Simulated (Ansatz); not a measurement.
**TiAl: moving Al off its site**

TiAl, P-6m2, a = 2.867 Å, c = 4.678 Å (as given, not relaxed at this level: -2.8 GPa). The structure is a Materials Project entry; whether it is the stable form wasn't checked. Ansatz: PBEsol, PAW, 420 eV, Γ-centred 18×18×10 mesh on 2 atoms, Gaussian smearing 0.15 eV; no spin polarisation.

```
CELL_PARAMETERS angstrom
2.86726 0.00000 0.00000
-1.43363 2.48312 0.00000
0.00000 0.00000 4.67808
ATOMIC_POSITIONS crystal
Ti 0.00000 0.00000 0.00000
Al 0.33333 0.66667 0.50000
```

Atom 2 (Al) moves by x along the unit vector (0.707, -0.707, 0.000), with its periodic images; all else is held. y is the free energy of the cell over the start, F the force along the path summed over the moved atoms.

| x (Å) | y (meV) | F (eV/Å) |
| --- | --- | --- |
| -0.500 | ? | ? |
| -0.375 | 160.0 | 0.89 |
| -0.250 | 68.6 | 0.57 |
| 0.000 | 0.0 | 0.00 |
| 0.125 | 14.1 | -0.22 |
| 0.250 | 51.3 | -0.37 |
| 0.375 | 103.4 | -0.45 |
| 0.500 | 162.0 | -0.47 |

Problem. Fit y = c2 x² + c3 x³ + c4 x⁴ to the energies of the other rows, give the force constant, and predict energy and force of the missing row.

Solution. Least squares on the rows shown. y = 967.51 x² − 535.70 x³ − 208.40 x⁴. The force constant is 2 c2 = 1.94 eV/Å², for the cell as given, at -2.8 GPa (for all images moving together, not for a lone atom). The force −dy/dx at the missing row is 1.27 eV/Å (computed 1.19). At x = -0.500 the fit asked for gives 295.8 meV. The run gave 290.1 meV, so the fit is 5.7 meV too high, 2 % of the span of the series, against an rms of 0.3 meV on the fitted rows. The row lies outside the fitted range. With a term in x⁵ added, a fit to the same known rows predicts 290.4 meV, so most of the miss is curvature that the known rows already hold.